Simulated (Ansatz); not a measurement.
**BeO: pressure series**

Take BeO in the wurtzite structure (space group P6_3mc, No. 186) as the base.

```
BeO
1.0
    2.71166     0.00000     0.00000
   -1.35583     2.34837     0.00000
    0.00000     0.00000     4.40429
Be O
2 2
Direct
  0.66667   0.33333   0.00149
  0.33333   0.66667   0.50149
  0.66667   0.33333   0.62371
  0.33333   0.66667   0.12371
```

Cell and atoms are relaxed at each pressure.

The values are results of Ansatz (an electronic-structure program) PBE, no spin-orbit coupling, earlier PAW set, not measurements.

| pressure (GPa) | volume per atom (Å³/atom) |
|---|---|
| -2 | 7.080 |
| -1 | 7.045 |
| 0 | 7.012 |
| 0.3 | 7.002 |
| 0.7 | ? |
| 3 | 6.914 |
| 5 | 6.853 |
| 7.5 | 6.779 |
| 10 | 6.709 |

Q: Fit the third-order Birch–Murnaghan form P(V) = (3B₀/2)[(V₀/V)^(7/3) − (V₀/V)^(5/3)]·[1 + (3/4)(B₀′ − 4)((V₀/V)^(2/3) − 1)] (squares taken in P) to the rows shown and predict the withheld row.

A: Least squares on the printed values gives V₀ = 7.012 Å³/atom, B₀ = 210 GPa, B₀′ = 3.6; this predicts 6.988 Å³/atom, and the run gives 6.989 Å³/atom, in agreement.

Load acts through the strain it causes; cell and atoms are relaxed under it. No phonon test of stability was made. No other phases were tried under pressure.
